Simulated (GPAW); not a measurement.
Wanted: an ASE script for a GPAW 26.7.0 run.

```yaml
Task: single point
Functional: PBEsol
Potentials_or_basis: PAW data sets generated in the run's folder for this functional
Cutoff: 600 eV
Basis: pw
k_mesh: 10 × 10 × 10
Occupations: fermi-dirac, width 0.05 eV
Spin: no spin polarisation
Maxiter: 150
```

Crystal: In.

```
In
1.0
    -1.86975    1.85713    1.91387
     1.83353   -1.91280    1.93333
     1.85852    1.90157   -1.96954
In
1
Direct
  0.99990 0.99783 0.00147
```

The cell isn't the ideal one: cell strained at random at fixed volume.

One way to write it, as run:

run.py

```python
from ase import Atoms
from ase.dft.bandgap import bandgap
from ase.io import write
from ase.units import GPa
from gpaw import GPAW, PW, setup_paths

setup_paths.insert(0, '.')

atoms = Atoms(['In'],
              cell=[[-1.869751, 1.85713, 1.913871],
                    [1.833535, -1.912801, 1.933327],
                    [1.858518, 1.901568, -1.969542]],
              scaled_positions=[[-0.000103, -0.002171, 0.00147]],
              pbc=True)

calc = GPAW(mode=PW(600),
            xc='PBEsol',
            kpts={'size': (10, 10, 10), 'gamma': True},
            occupations={'name': 'fermi-dirac', 'width': 0.05},
            nbands=14,
            convergence={'density': 1e-05, 'energy': 1e-05},
            maxiter=150,
            txt='gpaw.txt')
atoms.calc = calc
energy = atoms.get_potential_energy()
forces = atoms.get_forces()
stress = atoms.get_stress()
calc.write('gs.gpw')
write('result.traj', atoms)
print(f'Energy: {energy:.6f} eV')
print('Forces (eV/A):')
print(forces.round(4))
print('Stress (GPa):', (stress / GPa).round(3))
print('Fermi level:', round(calc.get_fermi_level(), 4), 'eV')
print(f'Gap: {bandgap(calc)[0]:.4f} eV, direct: {bandgap(calc, direct=True)[0]:.4f} eV')
```

Potentials or basis: PAW data sets generated in the run's folder for this functional, pw.

Launch:

```bash
$ gpaw-setup -f PBEsol In
$ OMP_NUM_THREADS=1 python run.py
```

Results of the run:

```
Pressure               : -1.6 GPa
Band gap on the k mesh : none (metal or under the smearing width)
```

It took 66 s on 1 thread of Arm Neoverse V2, with other jobs on the host, peak memory 0.3 GiB.
